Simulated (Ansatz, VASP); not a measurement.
# Cross-check of Sn4Pd between VASP and Ansatz, part 2 of 2

One calculation is typed for both programs; each brings its own data sets. How far apart do they land? The cell is taken from a series of runs on this material, whose earlier steps may have relaxed, scaled, displaced or heated it; both programs get it as it stands.

VASP 6.6.1 and Ansatz 0.2.0.

So far: Starting point; VASP: relaxation of cell and atoms, PBEsol.

### 3. Ansatz: relaxation of cell and atoms, PBEsol

Level of this step: Ansatz beside VASP: Kohn-Sham DFT, plane waves, PBEsol (Ansatz).

Ansatz runs on its default PAW (the set named soft_2) files.

The same cell, functional, mesh and smearing now go to Ansatz, which takes its cutoff from its data sets.

input.yaml

```yaml
crystal:
  lattice:
    - [3.22085, -5.7226, 0.0]
    - [3.22085, 5.7226, 0.0]
    - [0.0, 0.0, 6.3886]
  atoms:
    - { symbol: Sn, position: [0.95792, 0.70454, 0.8301] }
    - { symbol: Sn, position: [0.04208, 0.29546, 0.8301] }
    - { symbol: Sn, position: [0.70454, 0.95792, 0.1699] }
    - { symbol: Sn, position: [0.29546, 0.04208, 0.1699] }
    - { symbol: Sn, position: [0.54208, 0.79546, 0.6699] }
    - { symbol: Sn, position: [0.45792, 0.20454, 0.6699] }
    - { symbol: Sn, position: [0.79546, 0.54208, 0.3301] }
    - { symbol: Sn, position: [0.20454, 0.45792, 0.3301] }
    - { symbol: Pd, position: [0.5, 0.5, 0.0] }
    - { symbol: Pd, position: [0.0, 0.0, 0.5] }
kpoints:
  mp_grid: { grid: [6, 6, 6] }
hamiltonian:
  xc: pbesol
scf:
  occupations: { method: gaussian, width: 0.1 }
output:
  forces: true
  stress: true
  eigenvalues: true
relax:
  adjacent_minimum: "off"
  f_tol: 0.005
  max_steps: 60
  cell: { stress_tol: 0.03 }
```

Started as:

```sh
$ ansatz run input.yaml --threads 8 --pin off --max-ram 16384MiB --backend cpu --events-out ev --progress --plain --runs-dir out
```

Numbers of over 12 decimals in the logs are rounded to 6 here.

The log of the run:

```text
Engine: ansatz 0.2.0, aarch64-unknown-linux-gnu
Pseudopotentials: kind: paw
Pseudopotential: Sn, paw, valence charge 14, recommended cutoff 420 eV (normal), Sn.paw.azcp
Pseudopotential: Pd, paw, valence charge 18, recommended cutoff 420 eV (normal), Pd.paw.azcp
Functional definition: PBEsol
  exchange = pbesol_x
  correlation = pbesol_c
Crystal: 10 atoms, lattice volume = 235.505 Å³
Basis set: ecut = 420 eV, 4601 PW (Γ), exchange–correlation on 90×90×90 points (8 copies of the dense FFT grid, shifted against one another)
Bands: 89, of which v1, the nominal top of the filled ones, is band 74 counted from 1 (73 counted from 0)
Symmetry: 8 space group operations
Space group: Ccce (ITA 68), of the structure as read, at distance tolerance 6.2e-5 Å
k-points: 52 of 216
Non-local potential: Sn, projectors of the file, l = 0: 2, l = 1: 2, l = 2: 2, l = 3: 2
Non-local potential: Pd, projectors of the file, l = 0: 2, l = 1: 2, l = 2: 2, l = 3: 1
PAW form: soft (Blöchl's): semilocal exchange-correlation on the pseudo side does not see the compensation charge
PAW frozen core: Sn, regenerated for the run's functional, and the local potential with it (the file was generated under x = pbe(κ = 0.804, μ = 0.219515), c = pbe(β = 0.066725))
PAW frozen core: Pd, regenerated for the run's functional, and the local potential with it (the file was generated under x = pbe(κ = 0.804, μ = 0.219515), c = pbe(β = 0.066725))
PAW one-centre angular grid: Sn, 590 points (default); XC on 64 Gauss nodes
PAW one-centre angular grid: Pd, 590 points (default); XC on 64 Gauss nodes
Initial density: superposition of atomic densities (neutral atoms: chi_scale 0, normalization atom), corrected by the library's trained network
Initial wavefunctions: pseudopotential atomic-orbital guess
Functional: x = pbesol(κ = 0.804, μ = 0.123457), c = pbesol(β = 0.046)
SCF iter   1: F=—  HF=-61414.337265 eV  |F-HF|=—  |Δ(HF+E_count)|=         —  Δρ=5.74e-3  dr2=7.75e-2  ethr=1.77e-3  ⟨swp⟩=6.3  Hψ=18401  notcnv=0  defer=56
preconditioner: auto → Kerker (q_TF=auto, 2.525 Å⁻¹)  [metal: Δε(μ)=0.006 eV  Ē_g=17.696 eV  σ=0.100 eV  W_gap=0.04  n_scr=70 (ndim 8)  ℏωp=27.8 eV  f_vac=0.000  D(μ)=3.49/eV (n_scr^D=20)]
SCF iter   2: F=—  HF=-61414.321958 eV  |F-HF|=—  |Δ(HF+E_count)|=   1.53e-2  Δρ=2.26e-3  dr2=1.20e-2  ethr=5.24e-5  ⟨swp⟩=2.8  Hψ=9256  notcnv=0  defer=75
SCF iter   3: F=—  HF=-61414.319570 eV  |F-HF|=—  |Δ(HF+E_count)|=   2.39e-3  Δρ=5.78e-4  dr2=8.08e-4  ethr=8.10e-6  ⟨swp⟩=3.0  Hψ=8302  notcnv=0  defer=75
SCF iter   4: F=—  HF=-61414.319442 eV  |F-HF|=—  |Δ(HF+E_count)|=   1.28e-4  Δρ=1.02e-4  dr2=2.34e-5  ethr=5.46e-7  ⟨swp⟩=2.0  Hψ=5491  notcnv=0  defer=75
SCF iter   5: F=—  HF=-61414.319359 eV  |F-HF|=—  |Δ(HF+E_count)|=   8.29e-5  Δρ=3.56e-5  dr2=2.80e-6  ethr=1.58e-8  ⟨swp⟩=2.7  Hψ=7695  notcnv=0  defer=75
SCF iter   6: F=—  HF=-61414.319359 eV  |F-HF|=—  |Δ(HF+E_count)|=   2.20e-7  Δρ=8.45e-6  dr2=2.97e-7  ethr=1.89e-9  ⟨swp⟩=2.0  Hψ=7625  notcnv=0  defer=75
SCF iter   7: F=-61414.319359 eV  HF=-61414.319359 eV  |F-HF|=1.54e-8  |Δ(HF+E_count)|=  1.60e-10  Δρ=2.26e-6  dr2=2.99e-8  ethr=6.76e-11  ⟨swp⟩=10.2  Hψ=19433  notcnv=0
SCF 1 converged in 7 iterations: F = -61414.319359 eV  dr2 = 2.99e-8
  greatest PAW one-centre occupation: 0.999 electrons in one spin orbital (limit 2), on the Pd atom at site 9 (counted from 0), in its partial waves of l = 0
relax step   1: F+E_penalty+E_count = -61414.31935899 eV  Δ(F+E_penalty+E_count) = +0.000e0 eV  max|allowed force component| = 7.163e-2 eV/Å  Δτ_max = 0.0000 Å  P = -0.103 GPa  Ω = 235.505 Å³  (7 SCF iters, dr2 threshold 1.00e-7 eV, accepted)
Crystal: 10 atoms, lattice volume = 235.793 Å³
Basis set: ecut = 420 eV, 4609 PW (Γ), exchange–correlation on 90×90×90 points (8 copies of the dense FFT grid, shifted against one another)
Initial density: handed on by an earlier stage of this run
Initial wavefunctions: those handed on with the density
iter 1 solved again at ethr=1.86e-6 eV; its pass at ethr=3.10e-3 eV (dr2=2.75e-3 eV) is discarded
SCF iter   1: F=—  HF=-61414.319303 eV  |F-HF|=—  |Δ(HF+E_count)|=         —  Δρ=9.91e-4  dr2=2.75e-3  ethr=1.86e-6  ⟨swp⟩=2.6  Hψ=21381  notcnv=0
preconditioner: auto → Kerker (q_TF=auto, 2.525 Å⁻¹)  [metal: Δε(μ)=0.017 eV  Ē_g=17.754 eV  σ=0.100 eV  W_gap=0.09  n_scr=70 (ndim 8)  ℏωp=27.8 eV  f_vac=0.000  D(μ)=3.30/eV (n_scr^D=20)]
SCF iter   2: F=—  HF=-61414.318934 eV  |F-HF|=—  |Δ(HF+E_count)|=   3.69e-4  Δρ=5.37e-4  dr2=1.09e-3  ethr=1.86e-6  ⟨swp⟩=1.0  Hψ=4628  notcnv=0
[...]
SCF iter   2: F=—  HF=-61414.322064 eV  |F-HF|=—  |Δ(HF+E_count)|=   8.12e-5  Δρ=8.69e-6  dr2=4.10e-9  ethr=1.07e-11  ⟨swp⟩=2.8  Hψ=8797  notcnv=0
iter 3 did not close the SCF: its close was put off for the readings that it lacked (scf_convergence_deferred on its scf_iter line)
SCF iter   3: F=-61414.322064 eV  HF=-61414.322064 eV  |F-HF|=0.00e0  |Δ(HF+E_count)|=   1.53e-7  Δρ=1.29e-7  dr2=2.61e-11  ethr=2.77e-12  ⟨swp⟩=1.0  Hψ=4628  notcnv=0
iter 4 did not close the SCF: its close was put off for the readings that it lacked (scf_convergence_deferred on its scf_iter line)
SCF iter   4: F=-61414.322064 eV  HF=-61414.322064 eV  |F-HF|=7.28e-12  |Δ(HF+E_count)|=  4.37e-11  Δρ=3.39e-8  dr2=2.40e-12  ethr=1.00e-12  ⟨swp⟩=1.0  Hψ=4628  notcnv=0
iter 5 did not close the SCF: its close was put off for the readings that it lacked (scf_convergence_deferred on its scf_iter line)
SCF iter   5: F=-61414.322064 eV  HF=-61414.322064 eV  |F-HF|=4.37e-11  |Δ(HF+E_count)|=    0.00e0  Δρ=1.56e-8  dr2=9.08e-13  ethr=1.00e-12  ⟨swp⟩=1.0  Hψ=4628  notcnv=0
iter 6 did not close the SCF: its close was put off for the readings that it lacked (scf_convergence_deferred on its scf_iter line)
SCF iter   6: F=-61414.322064 eV  HF=-61414.322064 eV  |F-HF|=4.37e-11  |Δ(HF+E_count)|=  7.28e-12  Δρ=5.41e-9  dr2=1.36e-13  ethr=1.00e-12  ⟨swp⟩=1.0  Hψ=4628  notcnv=0
SCF iter   7: F=-61414.322064 eV  HF=-61414.322064 eV  |F-HF|=1.46e-11  |Δ(HF+E_count)|=  7.28e-12  Δρ=1.88e-9  dr2=1.75e-14  ethr=1.00e-12  ⟨swp⟩=2.4  Hψ=10963  notcnv=0
SCF 5 converged in 7 iterations: F = -61414.322064 eV  dr2 = 1.75e-14
relax step   5: F+E_penalty+E_count = -61414.32206368 eV  Δ(F+E_penalty+E_count) = -3.936e-5 eV  max|allowed force component| = 1.694e-3 eV/Å  Δτ_max = 0.0000 Å  P = +0.006 GPa  Ω = 235.592 Å³  stress off target by 1.05e-2 GPa  SCF on the basis re-selected at this cell (its energy is not comparable with the rows above)  (7 SCF iters)
basis re-selected at this cell: Δ(F+E_penalty+E_count) = -3.936e-5 eV, ΔP = +0.000 GPa vs the last step (what re-selecting the basis moved, of the pressure what is left beyond the Pulay correction that the steps carried, after the strain that the cell walked since its last selection, with what the two solves' SCF thresholds leave and, on support functions, any second-order correction that the steps lacked; it is no m [...]
SCF converged after 7 iterations
Free energy (F): -61414.322064 eV
Harris-Foulkes:  -61414.322064 eV  (|F-HF|=1.46e-11)
Internal energy: -61414.305006 eV  (E = F + TS)
E sigma→0 (E₀):  -61414.313535 eV
Entropy (-TS):   -0.017058 eV (-1.706 meV/atom)
Fermi energy:    12.529996 eV
--- Per-component energies (eV) ---
  E_band       = -1030.773185
  E_kinetic    = 2529.754088
  E_local      = -11940.067966  (includes V_loc(G=0)·N_el)
  E_nonlocal   = 193.078060
  E_hartree    = 6443.854841
  E_xc         = -3374.119733
  E_vxc        = -1203.969411  (∫ρ·V_xc dr)
  E_paw        = -39890.731046  (= ΣΔE_a)
  E_vpaw       = -3497.278023  (= ΣTr[D̂ρ^β])
  E_aug_tail   = 0.000393  (compensation charges beyond the density's cutoff)
  E_ewald      = -15378.957408
  E_core_change = 2.883766  (= ΣΔE_core)
  E_smearing   = -0.017058  (= −TS)
  E_closure    = 0.000000  (closes the sum)
  Σ components = -61414.322064   (vs F -61414.322064, Δ=0.00e0)
--- Forces (eV/Å), atoms counted from 1 ---
  atom   1  Sn     0.00169435    -0.00074440     0.00128871
  atom   2  Sn    -0.00169435     0.00074440     0.00128871
  atom   3  Sn     0.00169435     0.00074440    -0.00128871
  atom   4  Sn    -0.00169435    -0.00074440    -0.00128871
  atom   5  Sn    -0.00169435     0.00074440    -0.00128871
  atom   6  Sn     0.00169435    -0.00074440    -0.00128871
  atom   7  Sn    -0.00169435    -0.00074440     0.00128871
  atom   8  Sn     0.00169435     0.00074440     0.00128871
  atom   9  Pd     0.00000000     0.00000000     0.00000000
  atom  10  Pd     0.00000000     0.00000000    -0.00000000
  max |Σ_I F_I| component: 1.56e-17 eV/Å
--- Stress (GPa, compression-positive) ---
        0.010513       0.000000       0.000000
        0.000000       0.001401       0.000000
        0.000000       0.000000       0.005876
  P = ⅓ Tr σ = 0.0059 GPa (0.059 kbar)
--- Band table (eV; the first three rows and the last of 52) ---
  k-point 0: bands = [... 70 lower, 10.4851, 10.5474, 11.6817, 12.0933, 12.2197, 12.2805, 12.6291, 12.8367, ... 11 higher]
  k-point 1: bands = [... 70 lower, 10.1971, 10.2142, 11.2518, 12.3255, 12.8206, 12.8838, 12.9566, 13.8008, ... 11 higher]
  k-point 2: bands = [... 70 lower, 10.0862, 10.2766, 10.3866, 12.8548, 13.5948, 13.9489, 14.1168, 14.9530, ... 11 higher]
  k-point 51: bands = [... 70 lower, 11.7411, 11.7411, 12.3281, 12.3281, 13.1190, 13.1190, 13.5111, 13.5111, ... 11 higher]
--- Relaxed structure (4 steps of the walk, 3 accepted, 1 SCFs on fresh bases) ---
  F+E_penalty+E_count = -61414.32206368 eV   max|allowed force component| = 1.694e-3 eV/Å   (the final SCF, on the basis selected at the relaxed cell)
  cell:  # Å, volume = 235.5916 Å³
    - [3.221321, -5.715617, 0.0]
    - [3.221321, 5.715617, 0.0]
    - [0.0, 0.0, 6.397830]
  atoms:
    - { symbol: Sn, position: [0.957540, 0.705836, 0.830311] }
    - { symbol: Sn, position: [0.042460, 0.294164, 0.830311] }
    - { symbol: Sn, position: [0.705836, 0.957540, 0.169689] }
    - { symbol: Sn, position: [0.294164, 0.042460, 0.169689] }
    - { symbol: Sn, position: [0.542460, 0.794164, 0.669689] }
    - { symbol: Sn, position: [0.457540, 0.205836, 0.669689] }
    - { symbol: Sn, position: [0.794164, 0.542460, 0.330311] }
    - { symbol: Sn, position: [0.205836, 0.457540, 0.330311] }
    - { symbol: Pd, position: [0.5, 0.5, 0] }
    - { symbol: Pd, position: [0, 0, 0.500000] }
```

Reading the cycles: dr2 is the Hartree energy of the density residual (eV), the measure of convergence; HF is the Harris–Foulkes estimate of the energy, which meets the free energy F at convergence.

### 4. Differences

Known differences besides the potentials themselves: the data sets hold 148 valence electrons in Ansatz (on its default PAW (the set named soft_2) files) and 132 in VASP; the cutoff is 420 eV in Ansatz and 500 eV in VASP; Ansatz makes its cores anew for this functional, VASP keeps those of its PBE data sets; Ansatz adds a Pulay correction to the stress that steers its cell, VASP none. Total energies have different zeros and are not compared.

The two programs side by side:

```csv
quantity,Ansatz,VASP,difference
volume (Å³),235.59,235.49,+0.04 %
"edge a after relaxation, in the typed setting (Å)",6.561,6.559,+0.03 %
"edge c after relaxation, in the typed setting (Å)",6.398,6.397,+0.01 %
```

### 5. Summary of results

```json
{
 "difference in volume (relaxation of cell and atoms, PBEsol)": "0.043 %"
}
```

**Reading.** The difference in volume is 0.043 % (relaxation of cell and atoms, PBEsol), within the 1.2 % picked in this series as the mark of a large difference, as far as the stopping tolerances let one tell. The data sets hold unlike numbers of valence electrons (148 in Ansatz and 132 in VASP), so part of the differences comes from the potentials. How closely two codes agree says nothing of how well the functional describes the real material.

[Lines on the potential files, build, host, timing and source positions are cut from VASP's logs without a mark.]

[Logs are printed without paths, hosts, clocks, repeated set-up lines and the standing remarks that a program may print on its own settings, such as how far it seeks lower states.]

[Hosts, paths, dates, database ids (printed as entryN), source tags and the programs' standing remarks are cut or masked in the printed files.]
